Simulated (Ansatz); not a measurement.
# VO2: the cost of one run

Computed with Ansatz 0.2.0 (DFT PBEsol without U, plane waves, PAW, unless a step's input says otherwise).

**1. The structure to begin with**

The structure is tetragonal, space group P4_2/mnm (No. 136). Conventional cell: a = 4.555 Å, b = 4.555 Å, c = 2.853 Å, α = 90.00°, β = 90.00°, γ = 90.00°. V (site symmetry mmm) has 6 O at 1.92 to 1.93 Å as nearest neighbours. Around O (site symmetry m2m) lie 3 V at 1.92 to 1.93 Å.

As a file:

```cif
data_structure
_symmetry_space_group_name_H-M 'P4_2/mnm'
_symmetry_Int_Tables_number 136
_cell_length_a 4.5546
_cell_length_b 4.5546
_cell_length_c 2.8528
_cell_angle_alpha 90.000
_cell_angle_beta 90.000
_cell_angle_gamma 90.000
_cell_volume 59.18
loop_
_atom_site_label
_atom_site_type_symbol
_atom_site_symmetry_multiplicity
_atom_site_Wyckoff_symbol
_atom_site_fract_x
_atom_site_fract_y
_atom_site_fract_z
_atom_site_occupancy
V1 V 2 a 0.00000 0.00000 0.00000 1
O1 O 4 f 0.30010 0.30010 0.00000 1
```

An earlier series on this cell reached its lowest free state from «ferromagnetic start, free, symmetry kept, no search», perhaps among other starts.

**2. Antiferromagnetic site moments held at first, then free**

input.yaml

```yaml
crystal:
  lattice:
    - [4.55460075, 0.0, 0.0]
    - [0.0, 4.55460075, 0.0]
    - [0.0, 0.0, 2.85280047]
  atoms:
    - { symbol: V, position: [0.0, 0.0, 0.0], spin: 0.82 }
    - { symbol: V, position: [0.5, 0.5, 0.5], spin: -0.82 }
    - { symbol: O, position: [0.3001, 0.3001, 0.0] }
    - { symbol: O, position: [0.1999, 0.8001, 0.5] }
    - { symbol: O, position: [0.6999, 0.6999, 0.0] }
    - { symbol: O, position: [0.8001, 0.1999, 0.5] }
basis:
  ecutwfc: 420
  ecutrho_ratio: 4
kpoints:
  mp_grid: { grid: [4, 4, 7] }
hamiltonian:
  xc: pbesol
scf:
  occupations: { method: gaussian, width: 0.05 }
  lower_state_search: "off"
  max_iter: 150
output:
  forces: true
  stress: true
  eigenvalues: true
  populations: true
  hubbard: { sites: [{ site: 0, l: d }, { site: 1, l: d }] }
magnetization:
  spin_polarized: true
  spin_locking: { lock_spins: true, n_iters: 12 }
```

The lock is temporary (n_iters 12) and is released on the way.

Launch:

```console
> ansatz run input.yaml --threads 4 --pin off --max-ram 6144MiB --backend cpu --events-out ev --progress --plain --runs-dir out
```

What time and memory should one allow on 4 threads of Arm Neoverse V1, shared host?

About 6.1 s, with a peak of 0.42 GiB.
